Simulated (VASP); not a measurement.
**How uniaxial stress along [001] changes AlN (F-43m)**

Wanted: the response of AlN to uniaxial stress along [001], as a table, with a fit that predicts a row left out.

Calculated with VASP 6.6.1; LDA; plane waves and PAW (Al, N); cell typed or built by script, in the first sound run; inputs show where later runs differ.

## Step 1: Set-up

The structure is cubic, space group F-43m (No. 216). The conventional cell has a = 4.380 Å, b = 4.380 Å, c = 4.380 Å, α = 90.00°, β = 90.00°, γ = 90.00°. Nearest to Al lie 4 N at 1.90 Å. Nearest to N lie 4 Al at 1.90 Å. Farther neighbours and most contacts between anions are not listed.

## Step 2: Relax the crystal, LDA

The series starts from the cell that this level prefers, so that zero strain is near zero stress.

This step took 2 runs in a row; the last is shown.

Level: LDA; plane waves and PAW (Al, N); cell typed or built by script.

INCAR reads:

```
SYSTEM = AlN
PREC = Accurate
ENCUT = 600
EDIFF = 1E-07
NELM = 120
ISMEAR = 0
SIGMA = 0.02
LREAL = .FALSE.
ALGO = Normal
GGA = CA
NBANDS = 10
LASPH = .TRUE.
LORBIT = 11
LWAVE = .FALSE.
LCHARG = .FALSE.
KPAR = 12
IBRION = 2
NSW = 40
ISIF = 3
EDIFFG = -0.005
POTIM = 0.4
```

POSCAR reads:

```
AlN
1.0
    0.0000000000      2.1729629977      2.1729629977
    2.1729629977      0.0000000000      2.1729629977
    2.1729629977      2.1729629977      0.0000000000
Al N
1 1
Direct
    0.0000000000      0.0000000000      0.0000000000
    0.2500000000      0.2500000000      0.2500000000
```

KPOINTS reads:

```
Automatic mesh
0
Gamma
12 12 12
0 0 0
```

PAW data sets: Al and N (LDA family, release 64).

Started as:

```console
mpirun -np 12 vasp_std
```

Log:

```text
[banner, memory and clock lines left out]
running   12 mpi-ranks, on    1 nodes
[...]
|                                                                             |
|           W    W    AA    RRRRR   N    N  II  N    N   GGGG   !!!           |
|           W    W   A  A   R    R  NN   N  II  NN   N  G    G  !!!           |
|           W    W  A    A  R    R  N N  N  II  N N  N  G       !!!           |
|           W WW W  AAAAAA  RRRRR   N  N N  II  N  N N  G  GGG   !            |
|           WW  WW  A    A  R   R   N   NN  II  N   NN  G    G                |
|           W    W  A    A  R    R  N    N  II  N    N   GGGG   !!!           |
|                                                                             |
|     For optimal performance we recommend to set                             |
|       NCORE = 2 up to number-of-cores-per-socket                            |
|     NCORE specifies how many cores store one orbital (NPAR=cpu/NCORE).      |
|     This setting can greatly improve the performance of VASP for DFT.       |
[...]
|     Unfortunately you need to use the default for GW and RPA                |
|     calculations (for HF NCORE is supported but not extensively tested      |
|     yet).                                                                   |
|                                                                             |

 LDA part: xc-table for (Slater(with rela. corr.)+CA(PZ))
 , standard interpolation
 POSCAR, INCAR and KPOINTS ok, starting setup
[...]
entering main loop
       N       E                     dE             d eps       ncg     rms          rms(c)
DAV:   1     0.121295161561E+02    0.12130E+02   -0.44324E+03  1456   0.769E+02
DAV:   2    -0.180827623717E+02   -0.30212E+02   -0.29360E+02  1794   0.139E+02
DAV:   3    -0.189339140754E+02   -0.85115E+00   -0.85003E+00  1774   0.232E+01
DAV:   4    -0.189373993829E+02   -0.34853E-02   -0.34851E-02  1628   0.172E+00
[...]
DAV:  10    -0.163761952241E+02   -0.19680E-04   -0.63420E-05  1566   0.609E-02    0.412E-02
DAV:  11    -0.163761938756E+02    0.13486E-05   -0.13174E-06  1622   0.881E-03    0.811E-03
DAV:  12    -0.163761938750E+02    0.57179E-09   -0.33902E-08   886   0.159E-03
   1 F= -.16376194E+02 E0= -.16376194E+02  d E =-.163762E+02
[...]
reached required accuracy - stopping structural energy minimisation
```

Run time: 3.2 s. Hardware: 12 MPI ranks of AMD EPYC 7R43, shared host; peak memory 1.4 GiB; 30 s of CPU time.

The logs omit lines about the potential files and the build; timing stands in the text.

OUTCAR, selected parts (step 2):

```text
  Total        0.0012619      0.0012619      0.0012619      0.0000000      0.0000000      0.0000000
  in kB        0.0985223      0.0985223      0.0985223      0.0000000      0.0000000      0.0000000
  external PRESSURE =       0.0985223 kB  Pullay stress =       0.0000000 kB

 POSITION                                       TOTAL-FORCE (eV/Angst)
 -----------------------------------------------------------------------------------
      0.00000      0.00000      0.00000        -0.000000     -0.000000     -0.000000
      1.08648      1.08648      1.08648         0.000000      0.000000      0.000000
 -----------------------------------------------------------------------------------
    total drift:                               -0.000000     -0.000000     -0.000000

  FREE ENERGIE OF THE ION-ELECTRON SYSTEM (eV)
  ---------------------------------------------------
  free  energy   TOTEN  =       -16.3761938750 eV

  energy  without entropy=      -16.3761938750  energy(sigma->0) =      -16.37619387

 reached required accuracy - stopping structural energy minimisation

[... 3 further parts left out ...]
[key lines of the parts left out:]
E-fermi :   6.0464
```

Numbers from this step:

```
energy(sigma→0) of the program : -16.3762 eV
stress, compression positive   : xx, yy, zz 0.01, 0.01, 0.01 GPa
volume                         : 20.520 Å³
ionic steps                    : 1
```

## Step 3: Strain across the axis, LDA

One member in full: the axis is strained by 2 %, and the two directions across it are strained alike until their mean stress is under 0.012 GPa or five steps are spent.

This step took 3 runs, each at a new trial strain with the atoms of the one before; the last is shown.

Level: LDA; plane waves and PAW (Al, N); cell typed or built by script.

INCAR: that of step 2 with these lines changed.

```diff
@@ -15,7 +15,7 @@
 LCHARG = .FALSE.
-KPAR = 12
-IBRION = 2
-NSW = 40
-ISIF = 3
-EDIFFG = -0.005
-POTIM = 0.4
+KPAR = 3
+IBRION = 1
+NSW = 25
+ISIF = 2
+EDIFFG = -0.004
+POTIM = 0.3
```

POSCAR reads:

```
AlN
1.0
    0.0000000000      2.1580299190      2.2164222580
    2.1580299190      0.0000000000      2.2164222580
    2.1580299190      2.1580299190      0.0000000000
Al N
1 1
Direct
    0.0000000000      0.0000000000      0.0000000000
    0.2500000000      0.2500000000      0.2500000000
```

KPOINTS is that of step 2.

Started as:

```console
mpirun -np 3 vasp_std
```

Log:

```text
[banner, memory and clock lines left out]
running    3 mpi-ranks, on    1 nodes
[...]
LDA part: xc-table for (Slater(with rela. corr.)+CA(PZ))
 , standard interpolation
 POSCAR, INCAR and KPOINTS ok, starting setup
[...]
entering main loop
       N       E                     dE             d eps       ncg     rms          rms(c)
DAV:   1     0.106309775867E+02    0.10631E+02   -0.43566E+03  3316   0.759E+02
DAV:   2    -0.180877016619E+02   -0.28719E+02   -0.27675E+02  4020   0.139E+02
DAV:   3    -0.189148406125E+02   -0.82714E+00   -0.82612E+00  3848   0.226E+01
DAV:   4    -0.189183023369E+02   -0.34617E-02   -0.34616E-02  3660   0.175E+00
[...]
DAV:  10    -0.163714975630E+02   -0.19742E-04   -0.63729E-05  3552   0.612E-02    0.411E-02
DAV:  11    -0.163714961891E+02    0.13738E-05   -0.13145E-06  3672   0.890E-03    0.827E-03
DAV:  12    -0.163714961866E+02    0.25738E-08   -0.33948E-08  1988   0.160E-03
   1 F= -.16371496E+02 E0= -.16371496E+02  d E =-.163715E+02
 BRION: g(F)=  0.130E-44 g(S)=  0.000E+00
 reached required accuracy - stopping structural energy minimisation
```

It took 13 s on 3 MPI ranks; peak memory 0.38 GiB; 38 s of CPU time.

From OUTCAR (step 3):

```text
  Total       -0.0001292     -0.0001292     -0.5042475      0.0000000      0.0000000      0.0000000
  in kB       -0.0100283     -0.0100283    -39.1342395      0.0000000      0.0000000      0.0000000
  external PRESSURE =     -13.0514320 kB  Pullay stress =       0.0000000 kB

 POSITION                                       TOTAL-FORCE (eV/Angst)
 -----------------------------------------------------------------------------------
      0.00000      0.00000      0.00000         0.000000      0.000000      0.000000
      1.07901      1.07901      1.10821        -0.000000     -0.000000      0.000000
 -----------------------------------------------------------------------------------
    total drift:                               -0.000000     -0.000000      0.000007

  FREE ENERGIE OF THE ION-ELECTRON SYSTEM (eV)
  ---------------------------------------------------
  free  energy   TOTEN  =       -16.3714961866 eV

  energy  without entropy=      -16.3714961866  energy(sigma->0) =      -16.37149619

[... 1 part as in an earlier step ...]

[... 3 further parts left out ...]
[key lines of the parts left out:]
E-fermi :   5.9778
```

This run gave:

| Quantity | Value |
| --- | --- |
| energy(sigma→0) of the program | -16.3715 eV |
| stress, compression positive | xx, yy, zz 0.00, 0.00, -3.91 GPa |
| ionic steps | 1 |

## Step 4: Band edges, TB-mBJ with spin-orbit coupling

Short lines in KPOINTS_OPT sample the zone centre along and across the axis, for masses, and the other valleys.

Level: TB-mBJ, spin-orbit coupling; plane waves and PAW (Al, N); cell typed or built by script.

TB-mBJ has no energy functional, so the total energy, stress and pressure in this output mean nothing.

INCAR reads:

```
SYSTEM = AlN
PREC = Accurate
ENCUT = 600
EDIFF = 1E-06
NELM = 150
ISMEAR = 0
SIGMA = 0.02
LREAL = .FALSE.
ALGO = Normal
METAGGA = MBJ
LASPH = .TRUE.
LNONCOLLINEAR = .TRUE.
MAGMOM = 0 0 0 0 0 0
NBANDS = 18
GGA_COMPAT = .FALSE.
LSORBIT = .TRUE.
LWAVE = .FALSE.
LCHARG = .FALSE.
KPAR = 3
```

POSCAR is that of step 3.

KPOINTS reads:

```
Automatic mesh
0
Gamma
9 9 9
0 0 0
```

KPOINTS_OPT reads:

```
Line mode
6
Line-mode
Reciprocal
  0.00000000   0.00000000   0.00000000
  0.01763773   0.01763773   0.00000000

  0.00000000   0.00000000   0.00000000
  0.00000000  -0.01717306  -0.01717306

  0.31000000   0.31000000   0.00000000
  0.50000000   0.50000000   0.00000000

  0.00000000   0.31000000   0.31000000
  0.00000000   0.50000000   0.50000000

  0.45000000   0.45000000   0.45000000
  0.50000000   0.50000000   0.50000000

  0.45000000   0.00000000   0.00000000
  0.50000000   0.00000000   0.00000000

  0.42500000   0.42500000   0.00000000
  0.42500000   0.44217306   0.01717306

  0.50000000   0.50000000   0.50000000
  0.48785682   0.51214318   0.50000000
```

Started as:

```console
mpirun -np 3 vasp_ncl
```

Log:

```text
[banner, memory and clock lines left out]
running    3 mpi-ranks, on    1 nodes
[...]
|                                                                             |
|               ----> ADVICE to this user running VASP <----                  |
|                                                                             |
|     You enforced a specific xc type in the INCAR file but a different       |
|     [... a line on the potential file left out ...]
|     I HOPE YOU KNOW WHAT YOU ARE DOING!                                     |
|                                                                             |

 LDA part: xc-table for (None), standard interpolation
 POSCAR, INCAR and KPOINTS ok, starting setup
[...]
entering main loop
       N       E                     dE             d eps       ncg     rms          rms(c)
DAV:   1     0.173748085117E+02    0.17375E+02   -0.38777E+03  4188   0.875E+02
DAV:   2    -0.206945818630E+02   -0.38069E+02   -0.34891E+02  5518   0.182E+02
DAV:   3    -0.224236016570E+02   -0.17290E+01   -0.17199E+01  4816   0.362E+01
DAV:   4    -0.224317608350E+02   -0.81592E-02   -0.81579E-02  4490   0.297E+00
[...]
DAV:  56    -0.167113383095E+02   -0.25173E-05   -0.40710E-12  2070   0.273E-05    0.290E-06
DAV:  57    -0.167113397644E+02   -0.14549E-05   -0.97279E-13  2070   0.156E-05    0.103E-06
DAV:  58    -0.167113404884E+02   -0.72392E-06   -0.91452E-13  2070   0.872E-06
   1 F= -.16711340E+02 E0= -.16711340E+02  d E =-.391789E-33  mag=    -0.0000     0.0000    -0.0000
 Start KPOINTS_OPT (optional k-point list driver)
k-point batch [1-48\48]
       N       E                     dE             ncg
DAV:   1     0.245272135763E+04   -0.94549E+04     1728
DAV:   2     0.630658458919E+03   -0.18221E+04     2384
DAV:   3     0.562052734200E+03   -0.68606E+02     1980
DAV:   4     0.561681101849E+03   -0.37163E+00     1894
DAV:   5     0.561677107722E+03   -0.39941E-02     1942
DAV:   6     0.561677041640E+03   -0.66083E-04     1904
DAV:   7     0.561677040375E+03   -0.12641E-05     1640
DAV:   8     0.561677040269E+03   -0.10645E-06     1104
```

The job ended after 7.4 min (3 MPI ranks; peak memory 0.94 GiB).

OUTCAR, selected parts (step 4):

```text
  LATTYP: Found a body centered tetragonal cell.
 ALAT       =     3.0519151795
 C/A-ratio  =     1.4524795924

 Subroutine GETGRP returns: Found  8 space group operations
 (whereof  8 operations were pure point group operations)

The static configuration has the point symmetry D_2d.

 Found    115 irreducible k-points:

   k-points           NKPTS =    115   k-points in BZ     NKDIM =    115   number of bands    NBANDS=     18

   dimension x,y,z NGX =    28 NGY =   28 NGZ =   24
   dimension x,y,z NGXF=    56 NGYF=   56 NGZF=   48

   ENCUT  =  600.0 eV  44.10 Ry    6.64 a.u.   6.18  6.18  6.10*2*pi/ulx,y,z

   NELECT =       8.0000    total number of electrons

 E-fermi :   6.3105

 k-point     1 :       0.0000    0.0000    0.0000
  band No.  band energies     occupation
    ...
      4       6.0160      1.00000
      5       6.1370      1.00000
      6       6.1370      1.00000
      7       6.1482      1.00000
      8       6.1482      1.00000
      9      11.5060      0.00000
     10      11.5060      0.00000
     11      19.8377      0.00000
     12      19.8377      0.00000
     13      19.8837      0.00000
    ...

 k-point     2 :       0.1111    0.0000    0.0000
  band No.  band energies     occupation
    ...
      4       5.2248      1.00000
      5       5.9866      1.00000
      6       5.9867      1.00000
      7       6.0879      1.00000
      8       6.0879      1.00000
      9      12.2387      0.00000
     10      12.2387      0.00000
     11      19.4245      0.00000
     12      19.4316      0.00000
     13      20.0343      0.00000
    ...

  Total       21.3005087     21.3005087     20.5796658      0.0000000      0.0000000     -0.0000000
  in kB     1653.1152685   1653.1152685   1597.1712297      0.0000000      0.0000000     -0.0000000
  external PRESSURE =    1634.4672556 kB  Pullay stress =       0.0000000 kB

 POSITION                                       TOTAL-FORCE (eV/Angst)
 -----------------------------------------------------------------------------------
      0.00000      0.00000      0.00000        -0.000000     -0.000000     -0.000000
      1.07901      1.07901      1.10821         0.000000      0.000000      0.000000
 -----------------------------------------------------------------------------------
    total drift:                                0.000557      0.000557      0.000017

  FREE ENERGIE OF THE ION-ELECTRON SYSTEM (eV)
  ---------------------------------------------------
  free  energy   TOTEN  =       -16.7113404884 eV

  energy  without entropy=      -16.7113404884  energy(sigma->0) =      -16.71134049

 Spin-Orbit-Coupling matrix elements
 Ion:    1  E_soc:     -0.0000878
 Ion:    2  E_soc:     -0.0000476

[... 1 part as in an earlier step ...]

[... 7 further parts left out ...]
```

## Step 5: Band edges, r2SCAN with spin-orbit coupling

Short lines in KPOINTS_OPT sample the zone centre along and across the axis, for masses, and the other valleys.

Level: r2SCAN, spin-orbit coupling; plane waves and PAW (Al, N); cell typed or built by script.

INCAR: that of step 4 with these lines changed.

```diff
@@ -4,3 +4,3 @@
 EDIFF = 1E-06
-NELM = 150
+NELM = 100
 ISMEAR = 0
@@ -9,3 +9,3 @@
 ALGO = Normal
-METAGGA = MBJ
+METAGGA = R2SCAN
 LASPH = .TRUE.
```

POSCAR is that of step 4.

KPOINTS is that of step 4.

KPOINTS_OPT is that of step 4.

Started as:

```console
mpirun -np 3 vasp_ncl
```

Log:

```text
[banner, memory and clock lines left out]
running    3 mpi-ranks, on    1 nodes
[...]
[... a notice as in an earlier step ...]

 LDA part: xc-table for (None), standard interpolation
 POSCAR, INCAR and KPOINTS ok, starting setup
[...]
entering main loop
       N       E                     dE             d eps       ncg     rms          rms(c)
DAV:   1    -0.222726299702E+02   -0.22273E+02   -0.39568E+03  4180   0.899E+02
DAV:   2    -0.606853201080E+02   -0.38413E+02   -0.35156E+02  5500   0.186E+02
DAV:   3    -0.624402514938E+02   -0.17549E+01   -0.17453E+01  4906   0.368E+01
DAV:   4    -0.624503754196E+02   -0.10124E-01   -0.10122E-01  4556   0.336E+00
[...]
DAV:  12    -0.580117470722E+02    0.15069E-05   -0.28441E-06  4216   0.167E-02    0.102E-02
DAV:  13    -0.580117500674E+02   -0.29952E-05   -0.12115E-06  4154   0.134E-02    0.683E-04
DAV:  14    -0.580117502075E+02   -0.14010E-06   -0.51058E-08  2118   0.211E-03
   1 F= -.58011750E+02 E0= -.58011750E+02  d E =-.284766E-28  mag=    -0.0000     0.0000     0.0000
 Start KPOINTS_OPT (optional k-point list driver)
k-point batch [1-48\48]
       N       E                     dE             ncg
DAV:   1     0.229781217200E+04   -0.96098E+04     1728
DAV:   2     0.473036207075E+03   -0.18248E+04     2358
DAV:   3     0.399343444860E+03   -0.73693E+02     1998
DAV:   4     0.398896007597E+03   -0.44744E+00     1902
DAV:   5     0.398890368789E+03   -0.56388E-02     1978
DAV:   6     0.398890260573E+03   -0.10822E-03     1944
DAV:   7     0.398890258202E+03   -0.23707E-05     1736
DAV:   8     0.398890258030E+03   -0.17257E-06     1108
```

Wall time 6.2 min (3 MPI ranks); peak memory 0.89 GiB.

(Part 1 of 2 ends here.)

[Lines on the potential files, build, host, timing and source positions are cut from VASP's logs without a mark.]

[Logs are printed without paths, hosts, clocks, repeated set-up lines and the standing remarks that a program may print on its own settings, such as how far it seeks lower states.]

[Hosts, paths, dates, database ids (printed as entryN), source tags and the programs' standing remarks are cut or masked in the printed files.]

[In band tables of VASP the shares of atoms and orbitals are scaled to a sum of 1 inside the atoms' spheres.]
